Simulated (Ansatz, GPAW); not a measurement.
## The basis that the transmission of a Bi chain with two Si atoms in line needs

Wanted: the zero-bias transmission of a Bi chain with two Si atoms in line on a ladder of levels, with run times.

Main program and level: GPAW 26.7.0 and Ansatz 0.2.0; Ansatz plane waves; Landauer transmission by layers, zero bias, in the first sound run; inputs show where later runs differ.

### 1. Starting point

The cell holds 10 atoms: 8 Bi and 2 Si. Its edges and angles: a = 9.000 Å, b = 9.000 Å, c = 27.578 Å, α = 90.0°, β = 90.0°, γ = 90.0°. Regions: left lead, 4 atoms (4 Bi); channel, 2 atoms (2 Si); right lead, 4 atoms (4 Bi). Vacuum lies along a and b. The structure is stacked along c, and the current runs across the ab planes.

### 2. Plane waves, PBE

A plane-wave run comes first: its basis does not favour the atoms, so it serves as the reference for the orbital bases.

Input file input.yaml:

```yaml
crystal:
  lattice:
    - [9.0, 0.0, 0.0]
    - [0.0, 9.0, 0.0]
    - [0.0, 0.0, 27.5784]
  atoms:
    - { symbol: Bi, position: [0.5, 0.5, 0.0525773794] }
    - { symbol: Bi, position: [0.5, 0.5, 0.1577321382] }
    - { symbol: Bi, position: [0.5, 0.5, 0.262886897] }
    - { symbol: Bi, position: [0.5, 0.5, 0.3680416558] }
    - { symbol: Si, position: [0.5, 0.5, 0.4601137122] }
    - { symbol: Si, position: [0.5, 0.5, 0.5398862878] }
    - { symbol: Bi, position: [0.5, 0.5, 0.6319583442] }
    - { symbol: Bi, position: [0.5, 0.5, 0.737113103] }
    - { symbol: Bi, position: [0.5, 0.5, 0.8422678618] }
    - { symbol: Bi, position: [0.5, 0.5, 0.9474226206] }
kpoints:
  mp_grid: { grid: [1, 1, 3] }
hamiltonian:
  xc: pbe
scf:
  occupations: { method: fermi_dirac, width: 0.1 }
output:
  transmission:
    leads: [[0, 1]]
    e_range: [-3, 3]
    de: 0.075
    kmesh: [1, 1]
    reduced_basis: true
  write_potential: true
  write_density: true
  volumetric_format: npy
  elf: true
```

On the command line:

```sh
ansatz run input.yaml --threads 2 --pin off --max-ram 4096MiB --backend cpu --events-out ev --progress --plain --runs-dir out
```

Numbers of over 12 decimals in the logs are rounded to 6 here.

Output:

```text
Engine: ansatz 0.2.0, x86_64-unknown-linux-gnu
Pseudopotentials: kind: paw
Pseudopotential: Bi, paw, valence charge 15, recommended cutoff 420 eV (normal), Bi.paw.azcp
Pseudopotential: Si, paw, valence charge 4, recommended cutoff 420 eV (normal), Si.paw.azcp
Functional definition: PBE
  parameter kappa = 0.804
  parameter beta = 0.066725
  exchange = pbe_x(kappa = kappa, mu = beta*pi^2/3)
  correlation = pbe_c(beta = beta)
Crystal: 10 atoms, lattice volume = 2233.850 Å³
Basis set: ecut = 420 eV, 43609 PW (Γ)
Bands: 77, of which v1, the nominal top of the filled ones, is band 64 counted from 1 (63 counted from 0)
Symmetry: 16 space group operations
Space group: P4/mmm (ITA 123), of the structure as read, at distance tolerance 1.3e-4 Å
k-points: 2 of 3
Non-local potential: Bi, projectors of the file, l = 0: 2, l = 1: 2, l = 2: 2, l = 3: 2
Non-local potential: Si, projectors of the file, l = 0: 2, l = 1: 2, l = 2: 2
PAW form: soft (Blöchl's): semilocal exchange-correlation on the pseudo side does not see the compensation charge
PAW one-centre angular grid: Bi, 590 points (default); XC on 64 Gauss nodes
PAW one-centre angular grid: Si, 110 points (default); XC on 64 Gauss nodes
Initial density: superposition of atomic densities (neutral atoms: chi_scale 0, normalization atom), corrected by the library's trained network
Initial wavefunctions: pseudopotential atomic-orbital guess
Functional: x = pbe(κ = 0.804, μ = 0.219515), c = pbe(β = 0.066725)
SCF iter   1: F=—  HF=-100431.274797 eV  |F-HF|=—  |Δ(HF+E_count)|=         —  Δρ=2.55e-3  dr2=2.68e0  ethr=1.77e-3  ⟨swp⟩=6.5  Hψ=586  notcnv=0
preconditioner: auto → LDOS  [metal: Δε(μ)=0.091 eV  Ē_g=3.891 eV  σ=0.100 eV  W_gap=0.22  n_scr=194 (ndim 8)  ℏωp=4.6 eV  f_vac=0.711  D(μ)=11.51/eV (n_scr^D=28)  β→1.0]
SCF iter   2: F=—  HF=-100431.147620 eV  |F-HF|=—  |Δ(HF+E_count)|=   1.27e-1  Δρ=8.72e-4  dr2=1.03e-1  ethr=1.77e-3  ⟨swp⟩=3.0  Hψ=196  notcnv=0
SCF iter   3: F=—  HF=-100431.148627 eV  |F-HF|=—  |Δ(HF+E_count)|=   1.01e-3  Δρ=5.90e-4  dr2=1.10e-2  ethr=8.07e-5  ⟨swp⟩=2.5  Hψ=303  notcnv=0
SCF iter   4: F=—  HF=-100431.145513 eV  |F-HF|=—  |Δ(HF+E_count)|=   3.11e-3  Δρ=1.24e-4  dr2=5.75e-4  ethr=8.58e-6  ⟨swp⟩=2.0  Hψ=279  notcnv=0
SCF iter   5: F=—  HF=-100431.145601 eV  |F-HF|=—  |Δ(HF+E_count)|=   8.75e-5  Δρ=3.68e-5  dr2=4.76e-5  ethr=4.49e-7  ⟨swp⟩=2.0  Hψ=281  notcnv=0
SCF iter   6: F=—  HF=-100431.146087 eV  |F-HF|=—  |Δ(HF+E_count)|=   4.87e-4  Δρ=1.46e-5  dr2=7.35e-6  ethr=3.72e-8  ⟨swp⟩=2.0  Hψ=288  notcnv=0
SCF iter   7: F=—  HF=-100431.146090 eV  |F-HF|=—  |Δ(HF+E_count)|=   2.22e-6  Δρ=3.71e-6  dr2=4.05e-7  ethr=5.74e-9  ⟨swp⟩=2.0  Hψ=283  notcnv=0
SCF iter   8: F=-100431.146090 eV  HF=-100431.146090 eV  |F-HF|=9.36e-9  |Δ(HF+E_count)|=   3.48e-7  Δρ=1.05e-6  dr2=3.46e-8  ethr=7.81e-11  ⟨swp⟩=7.5  Hψ=440  notcnv=0
SCF 1 converged in 8 iterations: F = -100431.146090 eV  dr2 = 3.46e-8
  greatest PAW one-centre occupation: 0.988 electrons in one spin orbital (limit 2), on the Bi atom at site 7 (counted from 0), in its partial waves of l = 2
transmission: 6 of 50 steps passed
transmission: 10 of 50 steps passed
[...]
transmission: 50 of 50 steps passed
WARN: The output density's exchange-correlation potential varies sharply where the density is thin. Do not read a vacuum level from v_tot or v_xc, or from such a field of the output density. On a cell that repeats whose density bears no net charge and no dipole along the vacuum's axis use v_es (v_loc + v_h of the components); under efield.dipole_correction with no amplitude use v_es + v_field, which holds any externa [...]
SCF converged after 8 iterations
Free energy (F): -100431.146090 eV
Harris-Foulkes:  -100431.146090 eV  (|F-HF|=9.36e-9)
Internal energy: -100430.795217 eV  (E = F + TS)
E sigma→0 (E₀):  -100430.970653 eV
Entropy (-TS):   -0.350873 eV (-35.087 meV/atom)
Fermi energy:    -2.711077 eV
--- Per-component energies (eV) ---
  E_band       = -2373.381600
  E_kinetic    = 2484.259555
  E_local      = -29100.526256  (includes V_loc(G=0)·N_el)
  E_nonlocal   = 4527.131988
  E_hartree    = 11615.803650
  E_xc         = -1303.372159
  E_vxc        = -1223.305541  (∫ρ·V_xc dr)
  E_paw        = -86330.078085  (= ΣΔE_a)
  E_vpaw       = -2292.540103  (= ΣTr[D̂ρ^β])
  E_aug_tail   = -0.003472  (compensation charges beyond the density's cutoff)
  E_ewald      = -2324.010437
  E_smearing   = -0.350873  (= −TS)
  E_closure    = -0.000000  (closes the sum)
  Σ components = -100431.146090   (vs F -100431.146090, Δ=0.00e0)
--- Band table (eV) ---
  k-point 0: bands = [... 60 lower, -3.3151, -3.2680, -3.2680, -2.3395, -2.3395, -2.3259, -2.3259, -2.0549, ... 9 higher]
  k-point 1: bands = [... 60 lower, -3.5416, -3.0025, -3.0025, -2.8078, -2.6785, -2.6785, -1.9757, -1.9757, ... 9 higher]
--- Transmission ---
  basis      : 717 plane waves across, 50 finite elements along
  points     : 1, standing for a mesh of 1 x 1
  energies   : 81 from -3.000000 to 3.000000 eV about the Fermi level, 0.075000 eV apart; the leads are filled to 0.000000 eV, and channels, transmission and decay are at -0.000000 eV
  crystal 0  : Bi1, at the sites [0, 1], period 2.9000 Å, over 23.20 Å; its Hamiltonian steps by up to 21.2 meV
    offset         : up to 0.0000 Å between an atom of the period and one for which it stands
    channels       : 3.000000e0 a spin
    conductance    : none, the energies end too early or step too widely for 300 K: set another output.transmission.e_range or a lower de, or, where they end at an eighth of basis.ecutwfc, a higher one
  junction   : crystal 0 to crystal 0, -0.00 to 24.68 Å
    transmission   : 2.728558e0 a spin
    conductance    : none, the energies end too early or step too widely for 300 K: set another output.transmission.e_range or a lower de, or, where they end at an eighth of basis.ecutwfc, a higher one
```

Elapsed: 20 min, on 2 threads of Intel Xeon 6975P-C (Granite Rapids), shared host; peak memory 2.8 GiB.

Numbers from this step:

```yaml
free_energy: -100431.1461 eV
smearing_term_ts: 0.3509 eV
symmetry_operations: 16
lead_level: 0 eV from the Fermi level
transmission_at_the_fermi_level_one_spin: 2.729
open_channels_of_the_lead_at_the_fermi_level_one_spin: 3
step_of_the_potential_along_the_lead: 21.2 meV
offset_of_the_lead: 0 Å
```

One spin. The transmission, zone mean by energy, zero at the Fermi level:

```csv
energy (eV),"transmission, zone mean"
-3.00,0.819
-2.77,0.770
-2.55,0.735
-2.40,0.719
-2.17,0.702
-1.95,0.693
-1.73,0.689
-1.57,0.689
-1.35,2.41
-1.12,2.54
-0.90,2.58
-0.75,2.62
-0.53,2.67
-0.30,2.70
-0.07,2.72
0.00,2.73
0.07,2.74
0.30,2.77
0.53,2.80
0.60,2.80
0.75,2.78
0.90,2.73
1.12,2.55
1.35,2.24
1.57,1.72
1.73,1.19
1.95,0.915
2.17,0.930
2.40,0.943
2.55,0.951
2.77,0.960
3.00,0.966
```

One spin. The open channels, zone mean by energy, zero at the Fermi level:

```csv
energy (eV),"open channels, zone mean"
-3.00,1
-2.85,1
-2.70,1
-2.55,1
-2.33,1
-2.17,1
-2.02,1
-1.88,1
-1.73,1
-1.57,1
-1.35,3
-1.20,3
-1.05,3
-0.90,3
-0.75,3
-0.60,3
-0.38,3
-0.23,3
-0.07,3
0.00,3
0.07,3
0.23,3
0.38,3
0.60,3
0.75,3
0.90,3
1.05,3
1.20,3
1.35,3
1.57,3
1.73,3
1.88,1
2.02,1
2.17,1
2.33,1
2.55,1
2.70,1
2.85,1
3.00,1
```

Crystal 0, spin -, k parallel (0, 0); distinct values, listed up to 1.5 1/Å. The Im kz of the slowest decaying states by energy, zero at the Fermi level:

```csv
energy (eV),decay 1 (Å⁻¹),decay 2 (Å⁻¹),decay 3 (Å⁻¹),decay 4 (Å⁻¹)
-3.00,0.579,1.30,1.42,1.44
-2.77,0.538,1.28,1.40,1.43
-2.55,0.492,1.25,1.38,1.41
-2.25,0.422,1.22,1.35,1.38
-2.02,0.360,1.19,1.33,1.36
-1.80,0.282,1.17,1.30,1.35
-1.57,0.170,1.14,1.28,1.33
-1.35,1.11,1.26,1.31,1.35
-1.05,1.08,1.22,1.28,1.32
-0.82,1.05,1.20,1.26,1.30
-0.60,1.02,1.17,1.24,1.28
-0.38,0.989,1.15,1.22,1.25
-0.15,0.958,1.12,1.20,1.23
0.00,0.937,1.10,1.18,1.21
0.15,0.915,1.08,1.17,1.19
0.38,0.881,1.06,1.14,1.17
0.60,0.846,1.03,1.12,1.14
0.82,0.809,0.998,1.10,1.11
1.05,0.770,0.967,1.07,1.08
1.35,0.716,0.925,1.04,1.05
1.57,0.672,0.892,1.01,1.02
1.80,0.0329,0.625,0.857,0.983
2.02,0.126,0.575,0.821,0.954
2.25,0.168,0.519,0.784,0.921
2.55,0.205,0.434,0.731,0.875
2.77,0.223,0.358,0.688,0.839
3.00,0.237,0.259,0.643,0.801
```

Crystal 0, spin -, k parallel (0, 0). Re kz of states that move upwards against energy, zero at the Fermi level:

```csv
energy (eV),channel 1 (Å⁻¹),channel 2 = channel 3 (Å⁻¹)
-3.00,-0.933,-
-2.77,-0.905,-
-2.55,-0.880,-
-2.40,-0.864,-
-2.17,-0.841,-
-1.95,-0.820,-
-1.73,-0.799,-
-1.57,-0.786,-
-1.35,-0.766,0.151
-1.12,-0.748,0.275
-0.90,-0.729,0.359
-0.75,-0.717,0.407
-0.53,-0.699,0.471
-0.30,-0.682,0.528
-0.07,-0.664,0.582
0.00,-0.659,0.599
0.07,-0.653,0.616
0.30,-0.636,0.665
0.53,-0.620,0.713
0.75,-0.603,0.760
0.90,-0.592,0.792
1.12,-0.576,0.841
1.35,-0.560,0.894
1.57,-0.545,0.956
1.73,-0.534,1.02
1.95,-0.518,-
2.17,-0.503,-
2.40,-0.487,-
2.55,-0.477,-
2.77,-0.462,-
3.00,-0.446,-
```

The electrostatic potential energy of an electron (with the applied field's), less the Fermi level, planar mean oscillates, so the rows of the table below give means over windows of 2.87 Å about each position, cut where the curve ends. Its maxima inside the range that stand out by 2 % of the span (Å: eV): 2.9: 4.26, 5.7: 4.28, 8.8: 4.30, 11.6: 4.43, 13.8: 4.50, 15.9: 4.43, 18.8: 4.30, 21.8: 4.28, 24.7: 4.26. Its minima: 1.4: 1.57, 4.3: 1.58, 7.2: 1.61, 10.2: 1.70, 12.6: 3.09, 14.9: 3.09, 17.4: 1.70, 20.4: 1.61, 23.3: 1.58, 26.1: 1.57.

Electrostatic potential energy of an electron (with the applied field's), less the Fermi level, planar mean against z; means over each step:

```csv
z (Å),"electrostatic potential energy of an electron (with the applied field's), less the Fermi level, planar mean (eV)"
1.44,3.10
4.30,3.11
7.17,3.12
10.04,3.21
12.91,3.92
15.78,3.59
18.65,3.19
21.52,3.14
24.39,3.12
27.26,2.75
```

The valence density, planar mean oscillates, so the rows of the table below give means over windows of 2.87 Å about each position, cut where the curve ends. Its maxima inside the range that stand out by 2 % of the span (Å: e/Å³): 1.4: 0.144, 4.3: 0.144, 7.2: 0.143, 10.2: 0.144, 14.2: 0.0233, 17.4: 0.144, 20.4: 0.143, 23.3: 0.144, 26.1: 0.144. Its minima: 2.9: 0.0157, 5.7: 0.0161, 8.8: 0.0153, 11.5: 0.0190, 16.1: 0.0190, 18.8: 0.0153, 21.8: 0.0161, 24.7: 0.0157.

Table of valence density, planar mean by z; means over each step:

z (Å), valence density, planar mean (e/Å³) and a bar from the least value:
```
     1.44      0.064 #####################
     4.30      0.064 #####################
     7.17      0.064 #####################
    10.04      0.065 ######################
    12.91      0.022 
    15.78      0.035 #######
    18.65      0.063 #####################
    21.52      0.063 #####################
    24.39      0.063 #####################
    27.26      0.081 ##############################
```

ELF in the ca plane at fractional y = 0.500, with atoms of Bi and Si within 0.2 Å of it. It is the smooth field of the valence electrons, not physical close to the nuclei.

Ten even steps from '0' (0.00) to '9' (0.84), each cell a mean:
```
00000000000000000000000000000000000000000000
00000000000000000000000000000000000000000000
00000000000000000000000000000000000000000000
00000000000000000000000000000000000000000000
11111111111111001121110011100001110011221100
23333222233322112333221122211112221123333211
34554333345543223555433344433334543334554322
55665544556654335666544577755567765445666433
55555544555555445555555799887789987555555544
55555544555555445555546899898888998545555544
54224444442244445422446986589975688544224444
42113444421134345211346866579965678542113444
43113444431134445311346975579965688543113444
54445444444454445544446997789987898544445444
55555544555555445555555899988889997555555544
56665544566665345666545688876678876455666534
45555433455654334566543456543445654345665433
33443322334432223444322233322223332223443222
12222111122221111222211111111111111112222111
01111000011100000111100000000000000001111000
00000000000000000000000000000000000000000000
00000000000000000000000000000000000000000000
00000000000000000000000000000000000000000000
00000000000000000000000000000000000000000000
```
Columns run along c (16.0 Å, from fractional 0.12 to 0.70 of the cell), rows up along a (9.0 Å). Atoms in or near the plane, at fractional coordinates: Bi at (0.16, 0.50), Bi at (0.26, 0.50), Bi at (0.37, 0.50), Si at (0.46, 0.50), Si at (0.54, 0.50), Bi at (0.63, 0.50).

Valence density in the ca plane at fractional y = 0.500, with atoms of Bi and Si within 0.2 Å of it. It is the smooth field of the valence electrons, not physical close to the nuclei.

Values in e/Å³, 13 rows by 16 columns, each cell a mean:
```
0.0 0.0 0.0 0.0 0.0 0.0 0.0 0.0 0.0 0.0 0.0 0.0 0.0 0.0 0.0 0.0
0.0 0.0 0.0 0.0 0.0 0.0 0.0 0.0 0.0 0.0 0.0 0.0 0.0 0.0 0.0 0.0
0.0 0.0 0.0 0.0 0.0 0.0 0.0 0.0 0.0 0.0 0.0 0.0 0.0 0.0 0.0 0.0
0.0 0.0 0.0 0.0 0.0 0.0 0.0 0.0 0.0 0.0 0.0 0.0 0.0 0.0 0.0 0.0
0.2 0.2 0.1 0.2 0.2 0.1 0.3 0.2 0.1 0.1 0.1 0.1 0.1 0.2 0.3 0.1
1.9 2.3 0.3 2.3 2.0 0.3 2.6 1.6 0.3 0.3 0.4 0.3 0.3 1.6 2.6 0.3
3.7 4.4 0.4 4.4 3.8 0.5 5.0 3.2 0.4 0.2 0.5 0.2 0.4 3.2 5.0 0.5
1.1 1.3 0.2 1.3 1.1 0.2 1.5 0.9 0.3 0.3 0.3 0.3 0.3 0.9 1.5 0.2
0.1 0.1 0.1 0.1 0.1 0.1 0.1 0.1 0.1 0.1 0.1 0.1 0.1 0.1 0.1 0.1
0.0 0.0 0.0 0.0 0.0 0.0 0.0 0.0 0.0 0.0 0.0 0.0 0.0 0.0 0.0 0.0
0.0 0.0 0.0 0.0 0.0 0.0 0.0 0.0 0.0 0.0 0.0 0.0 0.0 0.0 0.0 0.0
0.0 0.0 0.0 0.0 0.0 0.0 0.0 0.0 0.0 0.0 0.0 0.0 0.0 0.0 0.0 0.0
0.0 0.0 0.0 0.0 0.0 0.0 0.0 0.0 0.0 0.0 0.0 0.0 0.0 0.0 0.0 0.0
```
Columns run along c (16.0 Å, from fractional 0.12 to 0.70 of the cell), rows up along a (9.0 Å). Atoms in or near the plane, at fractional coordinates: Bi at (0.16, 0.50), Bi at (0.26, 0.50), Bi at (0.37, 0.50), Si at (0.46, 0.50), Si at (0.54, 0.50), Bi at (0.63, 0.50).

Electrostatic potential energy in the ca plane at fractional y = 0.500, with atoms of Bi and Si within 0.2 Å of it. With pseudopotentials it is smooth inside the atoms' cores, unlike the true potential.

Ten even steps from '0' (-77 eV) to '9' (2 eV), each cell a mean:
```
99999999999999999999999999999999999999999999
99999999999999999999999999999999999999999999
99999999999999999999999999999999999999999999
99999999999999999999999999999999999999999999
99999999999999999999999999999999999999999999
99999999999999999999999999999999999999999999
99999999999999999999999999999999999999999999
99999999999999999999999999999999999999999999
98889999988899999888999999999999999999889999
86557899875578998655789987789987789987557899
72003798620037887200378853368853368872003788
50001688500016885000168731147731147850001688
61002788610027886100278742258742258861002788
75225899752258997423589875578875578975235899
98778999987789999877899998899998899998778999
99999999999999999999999999999999999999999999
99999999999999999999999999999999999999999999
99999999999999999999999999999999999999999999
99999999999999999999999999999999999999999999
99999999999999999999999999999999999999999999
99999999999999999999999999999999999999999999
99999999999999999999999999999999999999999999
99999999999999999999999999999999999999999999
99999999999999999999999999999999999999999999
```
Columns run along c (16.0 Å, from fractional 0.12 to 0.70 of the cell; values clipped at the 3rd and 97th percentile), rows up along a (9.0 Å). Atoms in or near the plane, at fractional coordinates: Bi at (0.16, 0.50), Bi at (0.26, 0.50), Bi at (0.37, 0.50), Si at (0.46, 0.50), Si at (0.54, 0.50), Bi at (0.63, 0.50).

T at the Fermi level is 2.73 of 3 open channels a spin, without spin-orbit coupling, which is large for these atoms.

[end of part 1 of 3]

[Logs are printed without paths, hosts, clocks, repeated set-up lines and the standing remarks that a program may print on its own settings, such as how far it seeks lower states.]

[Hosts, paths, dates, database ids (printed as entryN), source tags and the programs' standing remarks are cut or masked in the printed files.]
